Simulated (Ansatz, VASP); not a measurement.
## One calculation of TaN, two programs

```xyz
2
Lattice="2.9380 0.0000 0.0000 -1.4690 2.5444 0.0000 0.0000 0.0000 2.8830" Properties=species:S:1:pos:R:3 pbc="T T T"
Ta    0.0000    1.6963    1.4415
N     0.0000    0.0000    0.0000
```

Alike in both runs: task relaxation of cell and atoms; functional r2SCAN; k mesh 18 × 18 × 14; occupations gaussian, width 0.1 eV; no spin polarisation.

```csv
,VASP,Ansatz
version,VASP 6.6.1,Ansatz 0.2.0
potentials or method,"VASP PAW PBE potentials, release 64 (Ta_pv, N)","scalar-relativistic, plane waves, PAW"
plane-wave cutoff (eV),600,500
valence electrons in the cell,16,18
```

|  | VASP | Ansatz | Ansatz less VASP |
| --- | --- | --- | --- |
| gap on the k mesh at the Fermi level, each at its own relaxed structure (eV) | none | none | - |
| relaxed volume (Å³/atom) | 10.82 | 10.77 | -0.048 |
| relaxed cell length with the largest relative difference (Å) | 2.941 | 2.936 | -0.0044 |

A gap of «none» marks a metal or a gap that the smearing closes. The two sets of potentials don't hold the same shells in valence.

Caveats: the PAW data sets were made with another functional, which shifts forces and pressure a little (VASP). Zero-point motion and thermal expansion aren't in these numbers. Spin-orbit coupling is left out, which matters for the levels of Ta.
